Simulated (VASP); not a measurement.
# Os (Fm-3m) in VASP: settings compared

Aim: see how the results for Os move with the level of theory and the settings. Levels: PBE, PBEsol+U, PW91+ULG. Tasks: single point, relaxation of the atoms, atomic charges.

All numbers are computed with VASP 6.6.1; they aren't measurements. Logs are shortened: lines on timing, memory, paths and dates and some standing lists are left out, and cuts for length are marked.

**1. The structure**

It takes space group Fm-3m (No. 225, cubic). Conventional cell: a = 3.890 Å, b = 3.890 Å, c = 3.890 Å, α = 90.00°, β = 90.00°, γ = 90.00°. Os (site symmetry m-3m) has 12 Os at 2.75 Å as nearest neighbours.

This isn't the form of Os at room conditions, which is hcp.

**2. Single point, PBE**

run.py reads:

```python
from ase.calculators.vasp import Vasp
from ase.dft.bandgap import bandgap
from ase.io import read

atoms = read('POSCAR')
calc = Vasp(
    directory='calc',
    xc='pbe',
    pp='PBE',
    setups='gw',
    prec='Accurate',
    encut=550,
    ediff=1e-06,
    ismear=0,
    sigma=0.02,
    lreal=False,
    lasph=True,
    nelm=60,
    algo='Fast',
    isif=2,
    lwave=False,
    lcharg=True,
    lelf=True,
    lvhar=True,
    kpts=[12, 12, 12],
    gamma=True,
    nbands=14,
)
atoms.calc = calc

print('energy (eV):', atoms.get_potential_energy())
print('free energy (eV):', atoms.get_potential_energy(force_consistent=True))
print('forces (eV/A):')
print(atoms.get_forces())
print('stress (eV/A^3, Voigt):', atoms.get_stress())
print('Fermi level (eV):', calc.get_fermi_level())
gap, top, bottom = bandgap(calc)
print('band gap (eV):', gap, 'from (spin, k, band)', top, 'to', bottom)
```

POSCAR reads:

```
Os
1.0
    0.0000000000      1.9450000000      1.9450000000
    1.9450000000      0.0000000000      1.9450000000
    1.9450000000      1.9450000000      0.0000000000
Os
1
Direct
    0.0000000000      0.0000000000      0.0000000000
```

Potentials or basis: VASP PAW PBE potentials, release 64 (Os_sv_GW).

On the command line:

```
> python run.py
```

The program printed:

```text
energy (eV): -12.23068805
free energy (eV): -12.23076444
forces (eV/A):
[[ 0.  0. -0.]]
stress (eV/A^3, Voigt): [ 0.07294368  0.07294368  0.07294368 -0.         -0.         -0.        ]
Fermi level (eV): 12.83128891
band gap (eV): 0.0 from (spin, k, band) (None, None, None) to (None, None, None)
```

OUTCAR:

```text
ENCUT = 550.000000
   EDIFF = 1.00e-06
   GGA = PE
   PREC = Accurate
   ISIF = 2
   ISMEAR = 0
   NELM = 60
   LASPH = .TRUE.
   LREAL = .FALSE.

 ion  position               nearest neighbor table
   1  0.000  0.000  0.000-

  LATTYP: Found a face centered cubic cell.
 ALAT       =     3.8900000000

  Lattice vectors:

 A1 = (   0.0000000000,   1.9450000000,   1.9450000000)
 A2 = (   1.9450000000,   0.0000000000,   1.9450000000)
 A3 = (   1.9450000000,   1.9450000000,   0.0000000000)

Analysis of symmetry for initial positions (statically):
=====================================================================
 Subroutine PRICEL returns:
 Original cell was already a primitive cell.

 Routine SETGRP: Setting up the symmetry group for a
 face centered cubic supercell.

 Subroutine GETGRP returns: Found 48 space group operations
 (whereof 48 operations were pure point group operations)
 out of a pool of 48 trial point group operations.

The static configuration has the point symmetry O_h .

Analysis of symmetry for dynamics (positions and initial velocities):
=====================================================================
 Subroutine PRICEL returns:
 Original cell was already a primitive cell.

 Routine SETGRP: Setting up the symmetry group for a
 face centered cubic supercell.

 Subroutine GETGRP returns: Found 48 space group operations
 (whereof 48 operations were pure point group operations)
 out of a pool of 48 trial point group operations.

The dynamic configuration has the point symmetry O_h .

 Subroutine INISYM returns: Found 48 space group operations
 (whereof 48 operations are pure point group operations),
 and found     1 'primitive' translations

----------------------------------------------------------------------------------------

                                     Primitive cell

  volume of cell :      14.7160

  direct lattice vectors                    reciprocal lattice vectors
     0.000000000  1.945000000  1.945000000    -0.257069409  0.257069409  0.257069409
     1.945000000  0.000000000  1.945000000     0.257069409 -0.257069409  0.257069409
     1.945000000  1.945000000  0.000000000     0.257069409  0.257069409 -0.257069409

  length of vectors
     2.750645379  2.750645379  2.750645379     0.445257277  0.445257277  0.445257277

  position of ions in fractional coordinates (direct lattice)
     0.000000000  0.000000000  0.000000000

  ion indices of the primitive-cell ions
   primitive index   ion index
                 1           1

----------------------------------------------------------------------------------------

 KPOINTS: KPOINTS created by Atomic Simulation Env

Automatic generation of k-mesh.
 Grid dimensions read from file:
 generate k-points for:   12   12   12

 Generating k-lattice:

  Cartesian coordinates                     Fractional coordinates (reciprocal lattice)
    -0.021422451  0.021422451  0.021422451     0.083333333  0.000000000  0.000000000
     0.021422451 -0.021422451  0.021422451     0.000000000  0.083333333  0.000000000
     0.021422451  0.021422451 -0.021422451     0.000000000  0.000000000  0.083333333

  Length of vectors
     0.037104773  0.037104773  0.037104773

  Shift w.r.t. Gamma in fractional coordinates (k-lattice)
     0.000000000  0.000000000  0.000000000

 Subroutine IBZKPT returns following result:
 ===========================================

 Found     72 irreducible k-points:

 Following reciprocal coordinates:
            Coordinates               Weight
  0.000000  0.000000  0.000000      1.000000
  0.083333  0.000000  0.000000      8.000000
  0.166667  0.000000  0.000000      8.000000
  0.250000  0.000000  0.000000      8.000000
  0.333333  0.000000  0.000000      8.000000
  0.416667  0.000000  0.000000      8.000000
[... 16 lines left out ...]
  0.500000  0.166667  0.000000     24.000000
 -0.416667  0.166667  0.000000     24.000000
 [... further k-points ...]
   k-points           NKPTS =     72   k-points in BZ     NKDIM =     72   number of bands    NBANDS=     14
   number of dos      NEDOS =    301   number of ions     NIONS =      1
   total plane-waves  NPLWV =  13824
   dimension x,y,z NGX =    24 NGY =   24 NGZ =   24
   dimension x,y,z NGXF=    48 NGYF=   48 NGZF=   48
   ions per type =               1
   NGX,Y,Z   is equivalent  to a cutoff of  14.51, 14.51, 14.51 a.u.
   NGXF,Y,Z  is equivalent  to a cutoff of  29.01, 29.01, 29.01 a.u.
 SYSTEM =  unknown system
   PREC   = accura    normal or accurate (medium, high low for compatibility)
   ISTART =      0    job   : 0-new  1-cont  2-samecut
   ICHARG =      2    charge: 1-file 2-atom 10-const
   ISPIN  =      1    spin polarized calculation?
   LNONCOLLINEAR =      F non collinear calculations
   LSORBIT =      F    spin-orbit coupling
   LASPH  =      T    aspherical Exc in radial PAW
   ENCUT  =  550.0 eV  40.42 Ry    6.36 a.u.   5.26  5.26  5.26*2*pi/ulx,y,z
   NELM   =     60;   NELMIN=  2; NELMDL= -5     # of ELM steps
   EDIFF  = 0.1E-05   stopping-criterion for ELM
   LREAL  =      F    real-space projection
   EDIFFG = 0.1E-04   stopping-criterion for IOM
   NSW    =      0    number of steps for IOM
   IBRION =     -1    ionic relax: 0-MD 1-quasi-New 2-CG
   NFREE  =      0    steps in history (QN), initial steepest desc. (CG)
   ISIF   =      2    stress and relaxation
   ISYM   =      2    0-nonsym 1-usesym 2-fastsym
   POTIM  = 0.5000    time-step for ionic-motion
   TEBEG  =    0.0;   TEEND  =   0.0 temperature during run
   PSTRESS=    0.0 pullay stress
   NELECT =      16.0000    total number of electrons
   NUPDOWN=      -1.0000    fix difference up-down
   EMIN   =  10.00;   EMAX   =-10.00  energy-range for DOS
   EFERMI =   0.00;   METHOD = LEGACY
   ISMEAR =     0;   SIGMA  =   0.02  broadening in eV -4-tet -1-fermi 0-gaus
   EFERMI_NEDOS =   21; number of points for ismear=-14 and -15
   IALGO  =     68    algorithm
   IMIX   =      4    mixing-type and parameters
     AMIX     =   0.40;   BMIX     =  1.00
     AMIX_MAG =   1.60;   BMIX_MAG =  1.00
  volume/ion in A,a.u.               =      14.72        99.31
  Fermi-wavevector in a.u.,A,eV,Ry     =   1.683392  3.181149 38.556300  2.833808
  Thomas-Fermi vector in A             =   2.766601
   LORBIT       =      0    0 simple, 1 ext, 2 COOP (PROOUT), +10 PAW based schemes
   GGA     = PE    functional components
   LHFCALC =     F    Hartree Fock is set to
   AEXX    =    0.0000 exact exchange contribution
   IVDW    =     0    specifies the selected vdW correction
   LEPSILON=     F    determine dielectric tensor
   LRPA    =     F    only Hartree local field effects (RPA)
 non-spin polarized calculation
 RMM-DIIS sequential band-by-band and
 Gauss-broadening in eV      SIGMA  =   0.02
  energy-cutoff  :      550.00
  volume of cell :       14.72
 maximum number of plane-waves:       444
 NGX is ok and might be reduce to    24
   NGX = 11   NGY = 11   NGZ = 11

 number of electron      15.9999999 magnetization

 Free energy of the ion-electron system (eV)
  ---------------------------------------------------
  ext. energy  EPLUGINS =         0.00000000
  ---------------------------------------------------
  free energy    TOTEN  =       -12.23076444 eV

  energy without entropy =      -12.23061167  energy(sigma->0) =      -12.23068805

 E-fermi :  12.8313     XC(G=0): -14.2902

 val. band max:       12.7959856701   @ k =   0.0000   0.0000   0.0000
 cond. band min:      12.8329266061   @ k =  -0.4167   0.5000   0.0833
 fundamental gap:      0.0369409359
 Fermi energy:        12.8312889123

 k-point     1 :       0.0000    0.0000    0.0000
  band No.  band energies     occupation
      1     -73.7609      2.00000
      2     -32.6610      2.00000
      3     -32.6610      2.00000
      4     -32.6610      2.00000
      5       2.3522      2.00000
      6       9.9612      2.00000
      7       9.9612      2.00000
      8       9.9612      2.00000
      9      12.7960      1.98745
     10      12.7960      1.98745
     11      26.1517      0.00000
     12      31.6381      0.00000
     13      31.6381      0.00000
     14      31.6381      0.00000

 k-point     2 :       0.0833    0.0000    0.0000
  band No.  band energies     occupation
      1     -73.7561      2.00000
      2     -32.7256      2.00000
      3     -32.6699      2.00000
      4     -32.6699      2.00000
      5       2.6599      2.00000
      6       9.7810      2.00000
      7      10.0948      2.00000
      8      10.0948      2.00000
      9      12.7026      2.00000
     10      12.7026      2.00000
     11      26.7085      0.00000
     12      30.3891      0.00000
     13      32.1761      0.00000
     14      32.1761      0.00000

 k-point     3 :       0.1667    0.0000    0.0000
  band No.  band energies     occupation
      1     -73.7418      2.00000
      2     -32.8967      2.00000
      3     -32.6933      2.00000
      4     -32.6933      2.00000
      5       3.5030      2.00000
      6       9.4113      2.00000
      7      10.3646      2.00000
      8      10.3646      2.00000
      9      12.6057      2.00000
     10      12.6057      2.00000
     11      27.7905      0.00000
     12      28.6607      0.00000
     13      33.6924      0.00000
     14      33.6924      0.00000
[... 324 lines left out ...]
 k-point    23 :       0.5000    0.1667    0.0000
  band No.  band energies     occupation
      1     -73.6759      2.00000
      2     -33.4772      2.00000
      3     -32.9239      2.00000
      4     -32.8402      2.00000
      5       6.3726      2.00000
      6       8.9119      2.00000
      7      10.3384      2.00000
      8      10.7882      2.00000
      9      15.1218      0.00000
     10      16.9720      0.00000
     11      21.1723      0.00000
     12      27.7882      0.00000
     13      30.8159      0.00000
     14      31.5906      0.00000

 k-point    24 :      -0.4167    0.1667    0.0000
  band No.  band energies     occupation
      1     -73.6749      2.00000
      2     -33.4856      2.00000
      3     -32.9541      2.00000
      4     -32.8217      2.00000
      5       6.4479      2.00000
      6       8.9499      2.00000
      7      10.6551      2.00000
      8      10.6680      2.00000
      9      14.5394      0.00000
     10      17.5611      0.00000
     11      20.9563      0.00000
     12      27.7189      0.00000
     13      30.1319      0.00000
     14      32.0277      0.00000

 [... further k-points ...]

------------------------ aborting loop because EDIFF is reached ----------------------------------------

  FORCE on cell =-STRESS in cart. coord.  units (eV):
  Direction    XX          YY          ZZ          XY          YZ          ZX
  --------------------------------------------------------------------------------------
  -------------------------------------------------------------------------------------
  Total       -1.0734364     -1.0734364     -1.0734364     -0.0000000     -0.0000000      0.0000000
  in kB     -116.8686640   -116.8686640   -116.8686640     -0.0000000     -0.0000000      0.0000000
  external PRESSURE =    -116.8686640 kB  Pullay stress =       0.0000000 kB

 VOLUME and BASIS-vectors are now :
 -----------------------------------------------------------------------------
  energy-cutoff  :      550.00
  volume of cell :       14.72
      direct lattice vectors                 reciprocal lattice vectors
     0.000000000  1.945000000  1.945000000    -0.257069409  0.257069409  0.257069409
     1.945000000  0.000000000  1.945000000     0.257069409 -0.257069409  0.257069409
     1.945000000  1.945000000  0.000000000     0.257069409  0.257069409 -0.257069409

 POSITION                                       TOTAL-FORCE (eV/Angst)
 -----------------------------------------------------------------------------------
      0.00000      0.00000      0.00000         0.000000      0.000000     -0.000000
 -----------------------------------------------------------------------------------
    total drift:                                0.000000      0.000000     -0.000000

  FREE ENERGIE OF THE ION-ELECTRON SYSTEM (eV)
  ---------------------------------------------------
  free  energy   TOTEN  =       -12.2307644421 eV

  energy  without entropy=      -12.2306116669  energy(sigma->0) =      -12.23068805
```

INCAR:

```text
ENCUT = 550.000000
SIGMA = 0.020000
EDIFF = 1.00e-06
ALGO = Fast
GGA = PE
PREC = Accurate
ISIF = 2
ISMEAR = 0
NBANDS = 14
NELM = 60
LASPH = .TRUE.
LCHARG = .TRUE.
LELF = .TRUE.
LVHAR = .TRUE.
LWAVE = .FALSE.
LREAL = .FALSE.
```

Wall time 18 s (1 thread of Intel Xeon Platinum 8259CL at 2.50GHz (Skylake/Cascade Lake), shared host); peak memory 0.15 GiB.

Results:

* Free energy: -12.2308 eV
* Pressure: -11.7 GPa
* Band gap on the k mesh: none (metal or under the smearing width)

Spin-orbit coupling is left out, which matters for the levels of Os.

**3. Relaxation of the atoms, PBEsol+U (cell strained at random at fixed volume)**

run.py reads:

```python
from ase.calculators.vasp import Vasp
from ase.optimize import BFGS
from ase.spacegroup import crystal

atoms = crystal(
    ['Os'],
    basis=[[0.0, 0.0, 0.5]],
    spacegroup=2,
    setting=1,
    cellpar=[2.69852777, 2.7249035, 2.75101777, 90.73927798, 118.166482, 119.4550161],
    primitive_cell=True,
)
calc = Vasp(
    directory='calc',
    xc='pbesol',
    pp='PBE',
    setups='recommended',
    prec='Accurate',
    encut=520,
    ediff=1e-06,
    ismear=-1,
    sigma=0.02,
    lreal=False,
    lasph=True,
    nelm=100,
    algo='Fast',
    isif=2,
    lwave=True,
    lcharg=False,
    lmaxmix=4,
    ldautype=1,
    ldauprint=1,
    kspacing=0.4,
    ldau_luj={'Os': {'L': 2, 'U': 4, 'J': 0.9}},
)
atoms.calc = calc
opt = BFGS(atoms, trajectory='relax.traj')
converged = opt.run(fmax=0.02, steps=40)
print('converged:', converged)

print('energy (eV):', atoms.get_potential_energy())
print('free energy (eV):', atoms.get_potential_energy(force_consistent=True))
print('forces (eV/A):')
print(atoms.get_forces())
print('stress (eV/A^3, Voigt):', atoms.get_stress())
print('Fermi level (eV):', calc.get_fermi_level())
print('cell (A, degrees):', atoms.cell.cellpar())
print('volume (A^3):', atoms.get_volume())
print('scaled positions:')
print(atoms.get_scaled_positions())
```

Potentials or basis: VASP PAW PBE potentials, release 64 (Os).

On the command line:

```
> python run.py
```

Run time: 26 s. Hardware: 1 thread of Intel Xeon Platinum 8259CL at 2.50GHz (Skylake/Cascade Lake), shared host; peak memory 0.14 GiB.

These settings aren't checked as converged (typed here: ISMEAR = -1; SIGMA = 0.02; KSPACING = 0.4): the numbers below hold their error.

What came out:

```
Free energy             : -8.3420 eV
Pressure after relaxing : -25.9 GPa
Band gap on the k mesh  : none (metal or under the smearing width)
```

Caveat: the relaxation stopped at its first step, so nothing moved; the PAW data sets were made with another functional, which shifts forces and pressure a little; U without spin polarisation on a metal has little footing; the U is typed as a test and isn't derived for this compound.

(Part 1 of 2 ends here.)
